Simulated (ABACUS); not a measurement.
InP: equation of state with LDA

**Experimental background.**

From a printed reference work, data compilation, for a bulk crystal of InP: bulk modulus 71 GPa.

The system is InP.

```
In P
1.0
     0.00000    2.93050    2.93050
     2.93050    0.00000    2.93050
     2.93050    2.93050    0.00000
In P
1 1
Cartesian
  0.0000 0.0000 0.0000
  4.3957 4.3957 4.3957
```

```yaml
Program: ABACUS 3.10.1
Task: equation of state
Functional: LDA
Potentials_or_basis: GBRV ultrasoft 1.5 LDA
Cutoff: 544 eV
Density_cutoff: 4354 eV
Basis: plane waves
k_mesh: 6 × 6 × 6
Occupations: fermi-dirac, width 0.05 eV
Spin: no spin polarisation
Radial_cutoff_of_the_potentials_pseudo_rcut: 10 bohr
SCF_threshold_on_the_density: 1e-08
Max_SCF_steps: 100
Eigensolver: dav
Mixing: broyden
Mixing_share: 0.7
Symmetry_key: 1
Bands: 13
```

```json
{
  "Equilibrium volume": "24.71 Å³/atom",
  "Bulk modulus": "70 GPa",
  "Pressure derivative of the bulk modulus": "4.2 (rough: it moves with the points fitted)"
}
```

Energy against volume, from the lowest point:
```csv
volume (Å³/atom),energy (meV/atom)
23.657,10.63
24.663,0.00
25.670,7.57
26.677,29.89
```

All runs of the series together: 50 s on 4 threads of Intel(R) Xeon(R) 6975P-C (Granite Rapids), with other jobs on the host.

A measured bulk modulus of InP is 71 GPa (a printed reference work, data compilation); the calculated 70 GPa misses it by -1.2 %. The fit is for a static lattice scaled at fixed shape and fixed fractional positions.

LDA usually gives volumes a few per cent too small.
